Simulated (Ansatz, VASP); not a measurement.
**Sb: VASP beside Ansatz**

```
Sb
1.0
    -4.05670    4.05670    2.03890
     4.05670   -4.05670    2.03890
     4.05670    4.05670   -2.03890
Sb
4
Direct
  0.65126 0.15126 0.80253
  0.15126 0.34874 0.50000
  0.34874 0.84874 0.19747
  0.84874 0.65126 0.50000
```

Change from the starting cell: volume scaled by 1.02.

Alike in both runs: task single point; functional PBEsol; k mesh 7 × 7 × 7; occupations fermi-dirac, width 0.05 eV; no spin polarisation.

|  | VASP | Ansatz |
| --- | --- | --- |
| version | VASP 6.6.1 | Ansatz 0.2.0 |
| potentials or method | VASP PAW PBE potentials, release 64 (Sb) | Ansatz PAW |
| plane-wave cutoff (eV) | 520 | 420 |
| valence electrons in the cell | 20 | 60 |

Ansatz gave:

```
gap on the k mesh at the Fermi level (eV)       : none
pressure (GPa)                                  : -1.7
largest component of the traceless stress (GPa) : 0.12
rms of the force components (eV/Å)              : 0.043
```

Task: What did VASP give for the same quantities?

Result: gap on the k mesh at the Fermi level (eV): none; pressure (GPa): -1.6; largest component of the traceless stress (GPa): 0.10; rms of the force components (eV/Å): 0.047.

Atom by atom the forces differ by 0.005 eV/Å (rms over components). A gap of «none» marks a metal or a gap that the smearing closes. The two sets of potentials don't hold the same shells in valence.

Caveats: the PAW data sets were made with another functional, which shifts forces and pressure a little (VASP); the PAW data sets come from PBE, with cores solved anew for the run's functional, which leaves a small shift of forces and pressure (Ansatz). Spin-orbit coupling is left out, which matters for the levels of Sb.
